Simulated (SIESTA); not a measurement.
Crystal: HfC.

```xyz
2
Lattice="0.0000 2.3250 2.3250 2.3250 0.0000 2.3250 2.3250 2.3250 0.0000" Properties=species:S:1:pos:R:3 pbc="T T T"
Hf    2.3250    2.3250    2.3250
C     0.0000    0.0000    0.0000
```

| Property | Result |
| --- | --- |
| Program | SIESTA 5.4.2 |
| Task | single point |
| Functional | PBE |
| Potentials or basis | PseudoDojo 0.4 standard (PBE files) |
| Basis | DZP (energy shift 0.002 Ry) |
| Grid cutoff | 800 Ry |
| Energy shift | 0.002 Ry |
| k mesh | 10 × 10 × 10 |
| Occupations | fermi-dirac, width 0.05 eV |
| Spin | no spin polarisation |

On this cell: pressure 3.1 GPa; largest force zero by symmetry; band gap on the k mesh none (metal or under the smearing width).

The same run follows on a disturbed copy (atoms moved at random, drawn with an rms of 0.05 Å):

```
CELL_PARAMETERS angstrom
0.00000 2.32500 2.32500
2.32500 0.00000 2.32500
2.32500 2.32500 0.00000
ATOMIC_POSITIONS crystal
Hf 0.48872 0.50833 0.48842
C 0.99015 0.01910 0.99366
```

Q: What does the disturbed cell give?

A: The energy (extrapolated to zero smearing) moves by +5.0 meV/atom; pressure 3.2 GPa; largest force 0.400 eV/Å; band gap on the k mesh none (metal or under the smearing width).

Forces in eV/Å, atoms in the order of the input:
```
Hf   0.302  0.126  0.231
C   -0.301 -0.125 -0.230
```

Stress tensor (GPa, compression positive):
```
 3.39 -0.09 -0.15
-0.09  3.12 -0.07
-0.15 -0.07  3.24
```

Caveats: semicore shells carry a single zeta, which can move pressures by several GPa and volumes by a few percent; the basis of atomic orbitals isn't converged, which shifts pressures, moduli and gaps.
